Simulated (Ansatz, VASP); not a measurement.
**As: VASP beside Ansatz**

The input INCAR:

```
  PREC = Accurate
  ENCUT = 520
  EDIFF = 1E-6
  ISMEAR = -1
  SIGMA = 0.1
  LREAL = F
  LASPH = T
  NELM = 100
  ALGO = Normal
  ISIF = 2
  LWAVE = F
  LCHARG = F
  GGA = PE
  NBANDS = 8
```

KPOINTS

```
Automatic mesh
0
Gamma
  13 13 13
```

File POSCAR:

```
As
1.0
    2.6202443659      0.0000000000      0.0000000000
    0.0000000000      2.6202443659      0.0000000000
    0.0000000000      0.0000000000      2.6202443659
As
1
Direct
    0.0000000000      0.0000000000      0.0000000000
```

Input for Ansatz:

```yaml
crystal:
  lattice:
    - [2.6202443659, 0.0, 0.0]
    - [0.0, 2.6202443659, 0.0]
    - [0.0, 0.0, 2.6202443659]
  atoms:
    - { symbol: As, position: [0.0, 0.0, 0.0] }
hamiltonian:
  xc: pbe
  pseudopotentials:
    kind: paw
    azcp:
      As: "pseudopotentials/As.paw.azcp"
basis:
  ecutwfc: 420
  fft_grid_basis: typed
kpoints:
  mp_grid: { grid: [13, 13, 13], shift: [0, 0, 0] }
magnetization:
  spin_polarized: false
scf:
  occupations: { method: fermi_dirac, width: 0.1 }
  lower_state_search: "off"
output:
  stress: true
```

Alike in both runs: task single point; functional PBE; k mesh 13 × 13 × 13; occupations fermi-dirac, width 0.1 eV; no spin polarisation.

|  | VASP | Ansatz |
| --- | --- | --- |
| version | VASP 6.6.1 | Ansatz 0.2.0 |
| potentials or method | VASP PAW PBE potentials, release 64 (As) | plane waves (420 eV) with PAW, scalar-relativistic |
| plane-wave cutoff (eV) | 520 | 420 |
| valence electrons in the cell | 5 | 15 |

```csv
,VASP,Ansatz,Ansatz less VASP
pressure (GPa),13.5,13.1,-0.41
```

The functional is the same, so the differences come from potentials, cutoffs and numerics. The two sets of potentials don't hold the same shells in valence.
